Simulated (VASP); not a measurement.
# GaS (P6_3/mmc) in VASP: settings compared

Aim: see how the results for GaS move with the level of theory and the settings. Levels: PBE+TS, PBEsol+rVV10, PBE+ULG. Tasks: density of states, optical spectrum, core levels.

Everything below comes from runs of VASP 6.6.1. Logs are shortened: lines on timing, memory, paths and dates and some standing lists are left out, and cuts for length are marked.

### Step 1. The structure

It takes space group P6_3/mmc (No. 194, hexagonal). Conventional cell: a = 3.585 Å, b = 3.585 Å, c = 15.500 Å, α = 90.00°, β = 90.00°, γ = 120.00°. Ga (site symmetry 3m) has 3 S at 2.34 Å and 1 Ga at 2.48 Å as nearest neighbours. Around S (site symmetry 3m) lie 3 Ga at 2.34 Å.

### Step 2. Density of states, PBE+TS

POSCAR

```
GaS
1.0
    3.5850000000      0.0000000000      0.0000000000
   -1.7925000000      3.1047010726      0.0000000000
    0.0000000000      0.0000000000     15.5000000000
Ga S
4 4
Cartesian
    1.7925000002      1.0349003574     12.8650000000
   -0.0000000002      2.0698007152      5.1150000000
    1.7925000002      1.0349003574     10.3850000000
   -0.0000000002      2.0698007152      2.6350000000
    1.7925000002      1.0349003574      6.2000000000
   -0.0000000002      2.0698007152     13.9500000000
    1.7925000002      1.0349003574      1.5500000000
   -0.0000000002      2.0698007152      9.3000000000
```

INCAR.step1

```
ALGO     = Normal         # electronic algorithm
EDIFF    = 1E-7           # SCF threshold, eV
ENCUT    = 520            # plane-wave cutoff, eV
GGA      = PE             # functional
ISIF     = 2              # what is computed and relaxed
ISMEAR   = -5             # smearing method
IVDW     = 2              # dispersion correction
LASPH    = T              # aspherical terms in the spheres
LCHARG   = T              # write CHGCAR
LREAL    = F              # projectors in reciprocal space
LWAVE    = F              # write WAVECAR
NBANDS   = 48             # bands
NELM     = 80             # most SCF steps
PREC     = Accurate       # precision mode
SIGMA    = 0.05           # smearing width, eV
```

KPOINTS.step1

```
k-points
0
Gamma
  9 9 2
```

INCAR.step2

```
ALGO     = Normal         # electronic algorithm
EDIFF    = 1E-7           # SCF threshold, eV
ENCUT    = 520            # plane-wave cutoff, eV
GGA      = PE             # functional
ICHARG   = 11             # starting density
ISIF     = 2              # what is computed and relaxed
ISMEAR   = -5             # smearing method
IVDW     = 2              # dispersion correction
LASPH    = T              # aspherical terms in the spheres
LCHARG   = F              # write CHGCAR
LORBIT   = 11             # projections on sites
LREAL    = F              # projectors in reciprocal space
LWAVE    = F              # write WAVECAR
NBANDS   = 48             # bands
NEDOS    = 2001           # points of the DOS
NELM     = 80             # most SCF steps
PREC     = Accurate       # precision mode
SIGMA    = 0.05           # smearing width, eV
```

KPOINTS.step2

```
k-points
0
Gamma
  14 14 3
```

Potentials or basis: VASP PAW PBE potentials, release 54 (Ga_d, S).

Launch:

```console
$ cat potpaw_PBE.54/Ga_d/POTCAR potpaw_PBE.54/S/POTCAR > POTCAR
$ cp INCAR.step1 INCAR
$ cp KPOINTS.step1 KPOINTS
$ mpirun -np 1 vasp_std > vasp.out
$ cp INCAR.step2 INCAR
$ cp KPOINTS.step2 KPOINTS
$ mpirun -np 1 vasp_std > vasp.out
```

OUTCAR:

```text
EDIFF = 1E-7
   ENCUT = 520
   GGA = PE
   ICHARG = 11
   ISIF = 2
   ISMEAR = -5
   IVDW = 2
   LASPH = T
   LORBIT = 11
   LREAL = F
   NELM = 80
   PREC = Accurate
  IVDW =   2

 ion  position               nearest neighbor table
   1  0.667  0.333  0.830-   6 2.34   6 2.34   6 2.34   3 2.48
   2  0.333  0.667  0.330-   5 2.34   5 2.34   5 2.34   4 2.48
   3  0.667  0.333  0.670-   8 2.34   8 2.34   8 2.34   1 2.48
   4  0.333  0.667  0.170-   7 2.34   7 2.34   7 2.34   2 2.48
   5  0.667  0.333  0.400-   2 2.34   2 2.34   2 2.34
   6  0.333  0.667  0.900-   1 2.34   1 2.34   1 2.34
   7  0.667  0.333  0.100-   4 2.34   4 2.34   4 2.34
   8  0.333  0.667  0.600-   3 2.34   3 2.34   3 2.34

  LATTYP: Found a hexagonal cell.
 ALAT       =     3.5850000000
 C/A-ratio  =     4.3235704324

  Lattice vectors:

 A1 = (   3.5850000000,   0.0000000000,   0.0000000000)
 A2 = (  -1.7925000000,   3.1047010726,   0.0000000000)
 A3 = (   0.0000000000,   0.0000000000,  15.5000000000)

Analysis of symmetry for initial positions (statically):
=====================================================================
 Subroutine PRICEL returns:
 Original cell was already a primitive cell.

 Routine SETGRP: Setting up the symmetry group for a
 hexagonal supercell.

 Subroutine GETGRP returns: Found 24 space group operations
 (whereof 12 operations were pure point group operations)
 out of a pool of 24 trial point group operations.

The static configuration has the point symmetry D_3d.
 The point group associated with its full space group is D_6h.

Analysis of symmetry for dynamics (positions and initial velocities):
=====================================================================
 Subroutine PRICEL returns:
 Original cell was already a primitive cell.

 Routine SETGRP: Setting up the symmetry group for a
 hexagonal supercell.

 Subroutine GETGRP returns: Found 24 space group operations
 (whereof 12 operations were pure point group operations)
 out of a pool of 24 trial point group operations.

The dynamic configuration has the point symmetry D_3d.
 The point group associated with its full space group is D_6h.

 Subroutine INISYM returns: Found 24 space group operations
 (whereof 12 operations are pure point group operations),
 and found     1 'primitive' translations

----------------------------------------------------------------------------------------

                                     Primitive cell

  volume of cell :     172.5205

  direct lattice vectors                    reciprocal lattice vectors
     3.585000000  0.000000000  0.000000000     0.278940028  0.161046100  0.000000000
    -1.792500000  3.104701073  0.000000000     0.000000000  0.322092200  0.000000000
     0.000000000  0.000000000 15.500000000     0.000000000  0.000000000  0.064516129

  length of vectors
     3.585000000  3.585000000 15.500000000     0.322092200  0.322092200  0.064516129

  position of ions in fractional coordinates (direct lattice)
     0.666666667  0.333333333  0.830000000
     0.333333333  0.666666667  0.330000000
     0.666666667  0.333333333  0.670000000
     0.333333333  0.666666667  0.170000000
     0.666666667  0.333333333  0.400000000
     0.333333333  0.666666667  0.900000000
     0.666666667  0.333333333  0.100000000
     0.333333333  0.666666667  0.600000000

  ion indices of the primitive-cell ions
   primitive index   ion index
                 1           1
                 2           2
                 3           3
                 4           4
                 5           5
                 6           6
                 7           7
                 8           8

----------------------------------------------------------------------------------------

 KPOINTS: k-points

Automatic generation of k-mesh.
 Grid dimensions read from file:
 generate k-points for:   14   14    3

 Generating k-lattice:

  Cartesian coordinates                     Fractional coordinates (reciprocal lattice)
     0.019924288  0.011503293  0.000000000     0.071428571 -0.000000000  0.000000000
     0.000000000  0.023006586  0.000000000     0.000000000  0.071428571  0.000000000
     0.000000000  0.000000000  0.021505376     0.000000000  0.000000000  0.333333333

  Length of vectors
     0.023006586  0.023006586  0.021505376

  Shift w.r.t. Gamma in fractional coordinates (k-lattice)
     0.000000000  0.000000000  0.000000000

 TETIRR: Found    511 inequivalent tetrahedra from     3528

 Subroutine IBZKPT returns following result:
 ===========================================

 Found     48 irreducible k-points:

 Following reciprocal coordinates:
            Coordinates               Weight
  0.000000  0.000000  0.000000      1.000000
  0.071429  0.000000  0.000000      6.000000
  0.142857 -0.000000  0.000000      6.000000
  0.214286  0.000000  0.000000      6.000000
  0.285714 -0.000000  0.000000      6.000000
  0.357143  0.000000  0.000000      6.000000
[... 16 lines left out ...]
  0.285714  0.285714  0.000000      6.000000
  0.357143  0.285714  0.000000      6.000000
 [... further k-points ...]
   k-points           NKPTS =     48   k-points in BZ     NKDIM =     48   number of bands    NBANDS=     48
   number of dos      NEDOS =   2001   number of ions     NIONS =      8
   total plane-waves  NPLWV =  94080
   dimension x,y,z NGX =    28 NGY =   28 NGZ =  120
   dimension x,y,z NGXF=    56 NGYF=   56 NGZF=  240
   ions per type =               4   4
   NGX,Y,Z   is equivalent  to a cutoff of  12.98, 12.98, 12.87 a.u.
   NGXF,Y,Z  is equivalent  to a cutoff of  25.97, 25.97, 25.74 a.u.
 SYSTEM =  unknown system
   PREC   = accura    normal or accurate (medium, high low for compatibility)
   ISTART =      0    job   : 0-new  1-cont  2-samecut
   ICHARG =     11    charge: 1-file 2-atom 10-const
   ISPIN  =      1    spin polarized calculation?
   LNONCOLLINEAR =      F non collinear calculations
   LSORBIT =      F    spin-orbit coupling
   LASPH  =      T    aspherical Exc in radial PAW
   ENCUT  =  520.0 eV  38.22 Ry    6.18 a.u.   6.67  6.67 28.82*2*pi/ulx,y,z
   NELM   =     80;   NELMIN=  2; NELMDL=  0     # of ELM steps
   EDIFF  = 0.1E-06   stopping-criterion for ELM
   LREAL  =      F    real-space projection
   EDIFFG = 0.1E-05   stopping-criterion for IOM
   NSW    =      0    number of steps for IOM
   IBRION =     -1    ionic relax: 0-MD 1-quasi-New 2-CG
   NFREE  =      0    steps in history (QN), initial steepest desc. (CG)
   ISIF   =      2    stress and relaxation
   ISYM   =      2    0-nonsym 1-usesym 2-fastsym
   POTIM  = 0.5000    time-step for ionic-motion
   TEBEG  =    0.0;   TEEND  =   0.0 temperature during run
   PSTRESS=    0.0 pullay stress
   NELECT =      76.0000    total number of electrons
   NUPDOWN=      -1.0000    fix difference up-down
   EMIN   =  10.00;   EMAX   =-10.00  energy-range for DOS
   EFERMI =   0.00;   METHOD = LEGACY
   ISMEAR =    -5;   SIGMA  =   0.05  broadening in eV -4-tet -1-fermi 0-gaus
   EFERMI_NEDOS =   21; number of points for ismear=-14 and -15
   IALGO  =     38    algorithm
   IMIX   =      4    mixing-type and parameters
     AMIX     =   0.40;   BMIX     =  1.00
     AMIX_MAG =   1.60;   BMIX_MAG =  1.00
  volume/ion in A,a.u.               =      21.57       145.53
  Fermi-wavevector in a.u.,A,eV,Ry     =   1.245659  2.353954 21.111700  1.551666
  Thomas-Fermi vector in A             =   2.379871
   LORBIT       =     11    0 simple, 1 ext, 2 COOP (PROOUT), +10 PAW based schemes
   GGA     = PE    functional components
   LHFCALC =     F    Hartree Fock is set to
   AEXX    =    0.0000 exact exchange contribution
   IVDW    =     2    specifies the selected vdW correction
   LEPSILON=     F    determine dielectric tensor
   LRPA    =     F    only Hartree local field effects (RPA)
 non-spin polarized calculation
 Fermi weights with tetrahedron method with Bloechl corrections
  energy-cutoff  :      520.00
  volume of cell :      172.52
 maximum number of plane-waves:      4689
 NGX is ok and might be reduce to    28

 number of electron      76.0000014 magnetization

 Free energy of the ion-electron system (eV)
  ---------------------------------------------------
  ext. energy  EPLUGINS =         0.00000000
  ---------------------------------------------------
  free energy    TOTEN  =       -33.20620780 eV

  energy without entropy =      -33.20620780  energy(sigma->0) =      -33.20620780

 E-fermi :   3.9654     XC(G=0):  -9.4943

 val. band max:        3.9551612431   @ k =   0.0000   0.0000   0.0000
 cond. band min:       5.5455857673   @ k =   0.5000   0.0000   0.0000
 fundamental gap:      1.5904245242
 Fermi energy:         3.9654105443

 k-point     1 :       0.0000    0.0000    0.0000
  band No.  band energies     occupation
      1     -10.9958      2.00000
      2     -10.9916      2.00000
      3     -10.8764      2.00000
      4     -10.8764      2.00000
      5     -10.8762      2.00000
      6     -10.8762      2.00000
[... 40 lines left out ...]
     47       9.7376      0.00000
     48       9.7593      0.00000
[... 1171 lines left out ...]
     47      10.2877      0.00000
     48      10.4602      0.00000

 [... further k-points ...]

------------------------ aborting loop because EDIFF is reached ----------------------------------------

  Hirshfeld charges:
            ion         q(e)
   ------------------------------
      1     Ga       0.13685931
      2     Ga       0.13685931
      3     Ga       0.13685931
      4     Ga       0.13685931
      5     S       -0.13685931
      6     S       -0.13685931
      7     S       -0.13685931
      8     S       -0.13685931

  Tkatchenko/Scheffler method for vdW energy calculation

  Number of pair interactions contributing to vdW energy:  109352

  Edisp (eV):   -2.07119

  FORCE on cell =-STRESS in cart. coord.  units (eV):
  Direction    XX          YY          ZZ          XY          YZ          ZX
  --------------------------------------------------------------------------------------
  -------------------------------------------------------------------------------------
  Total       1.24804     1.24804    -0.53768     0.00000    -0.00000     0.00000
  in kB      11.59036    11.59036    -4.99339     0.00000    -0.00000     0.00000
  external pressure =        6.06 kB  Pullay stress =        0.00 kB

 VOLUME and BASIS-vectors are now :
 -----------------------------------------------------------------------------
  energy-cutoff  :      520.00
  volume of cell :      172.52
      direct lattice vectors                 reciprocal lattice vectors
     3.585000000  0.000000000  0.000000000     0.278940028  0.161046100  0.000000000
    -1.792500000  3.104701073  0.000000000     0.000000000  0.322092200  0.000000000
     0.000000000  0.000000000 15.500000000     0.000000000  0.000000000  0.064516129

 POSITION                                       TOTAL-FORCE (eV/Angst)
 -----------------------------------------------------------------------------------
      1.79250      1.03490     12.86500        -0.000000     -0.000000     -0.225535
     -0.00000      2.06980      5.11500         0.000000     -0.000000     -0.225535
      1.79250      1.03490     10.38500         0.000000      0.000000      0.225535
     -0.00000      2.06980      2.63500        -0.000000     -0.000000      0.225535
      1.79250      1.03490      6.20000         0.000000     -0.000000     -0.002901
     -0.00000      2.06980     13.95000         0.000000     -0.000000     -0.002901
      1.79250      1.03490      1.55000         0.000000     -0.000000      0.002901
     -0.00000      2.06980      9.30000         0.000000     -0.000000      0.002901
 -----------------------------------------------------------------------------------
    total drift:                               -0.000000      0.000000     -0.000000

  FREE ENERGIE OF THE ION-ELECTRON SYSTEM (eV)
  ---------------------------------------------------
  free  energy   TOTEN  =       -35.2773931753 eV

  energy  without entropy=      -35.2773931753  energy(sigma->0) =      -35.27739318

 total charge

# of ion       s       p       d       tot
------------------------------------------
    1        0.874   0.763  10.015  11.652
    2        0.874   0.763  10.015  11.652
    3        0.874   0.763  10.015  11.652
    4        0.874   0.763  10.015  11.652
    5        1.348   2.380   0.000   3.728
    6        1.348   2.380   0.000   3.728
    7        1.348   2.380   0.000   3.728
    8        1.348   2.380   0.000   3.728
--------------------------------------------------
tot          8.889  12.570  40.060  61.520
```

It took 5.6 min on 1 thread of Intel Xeon Platinum 8559C (Emerald Rapids), shared host; peak memory 0.46 GiB.

Results:

```
Valence electrons inside the program's atomic spheres : Ga 11.65; S 3.73
Hirshfeld charges                                     : Ga +0.14; S -0.14 e
Dispersion energy per atom                            : -0.259 eV
```

Levels at points of the mesh, in eV from the valence-band top:
| k point | band 36 | band 37 | band 38 | band 39 | band 40 | band 41 |
| --- | --- | --- | --- | --- | --- | --- |
| (0.00, 0.00, 0.00) | -1.42 | -1.42 | 0.00 | 1.66 | 2.36 | 2.85 |
| (0.50, 0.00, 0.00) | -2.38 | -2.18 | -1.63 | 1.59 | 1.69 | 2.08 |

States per cell in windows of 1 eV (zero at the valence-band top; states under -8 eV left out):
| from (eV) | total | S5_p | S6_p | S7_p | S8_p | Ga1_p | Ga2_p |
| --- | --- | --- | --- | --- | --- | --- | --- |
| -8.0 | 1.78 | 0.07 | 0.07 | 0.07 | 0.07 | 0.01 | 0.01 |
| -7.0 | 4.11 | 0.19 | 0.19 | 0.19 | 0.19 | 0.04 | 0.04 |
| -6.0 | 1.01 | 0.07 | 0.07 | 0.07 | 0.07 | 0.01 | 0.01 |
| -5.0 | 3.33 | 0.26 | 0.26 | 0.26 | 0.26 | 0.09 | 0.09 |
| -4.0 | 5.47 | 0.50 | 0.50 | 0.50 | 0.50 | 0.16 | 0.16 |
| -3.0 | 7.25 | 0.81 | 0.81 | 0.81 | 0.81 | 0.18 | 0.18 |
| -2.0 | 3.77 | 0.34 | 0.34 | 0.34 | 0.34 | 0.16 | 0.16 |
| -1.0 | 1.31 | 0.13 | 0.13 | 0.13 | 0.13 | 0.05 | 0.05 |
| 0.0 | 0.00 | 0.00 | 0.00 | 0.00 | 0.00 | 0.00 | 0.00 |
| 1.0 | 0.57 | 0.02 | 0.02 | 0.02 | 0.02 | 0.01 | 0.01 |
| 2.0 | 5.62 | 0.26 | 0.26 | 0.26 | 0.26 | 0.11 | 0.11 |
| 3.0 | 2.16 | 0.10 | 0.10 | 0.10 | 0.10 | 0.06 | 0.06 |
| 4.0 | 6.22 | 0.14 | 0.14 | 0.14 | 0.14 | 0.35 | 0.35 |
| 5.0 | 5.22 | 0.16 | 0.16 | 0.16 | 0.16 | 0.34 | 0.34 |
| 6.0 | 0.22 | 0.01 | 0.01 | 0.01 | 0.01 | 0.01 | 0.01 |

(Continued in part 2 of 2.)
